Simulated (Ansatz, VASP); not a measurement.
V: VASP beside Ansatz

```
V
1.0
     2.43987    0.00000    0.00000
     0.00000    2.43987    0.00000
     0.00000    0.00000    2.43987
V
1
Direct
  0.00000 0.00000 0.00000
```

Alike in both runs: task single point; functional PBE; k mesh 8 × 8 × 8; occupations gaussian, width 0.1 eV; collinear spin.

```csv
,VASP,Ansatz
version,VASP 6.6.1,Ansatz 0.2.0
potentials or method,"VASP PAW PBE potentials, release 64 (V_sv)","scalar-relativistic, plane waves, PAW"
plane-wave cutoff (eV),520,420
valence electrons in the cell,13,13
```

VASP gave:

| Property | Result |
| --- | --- |
| gap on the k mesh at the Fermi level (eV) | none |
| pressure (GPa) | 0.2 |
| net moment per atom (μB) | 0.00 |

**Question.** What did Ansatz give for the same quantities?

**Answer.** gap on the k mesh at the Fermi level (eV): none; pressure (GPa): 0.0; net moment per atom (μB): 0.00.

A gap of «none» marks a metal or a gap that the smearing closes. Ansatz warned: «seeded_moment_not_kept».
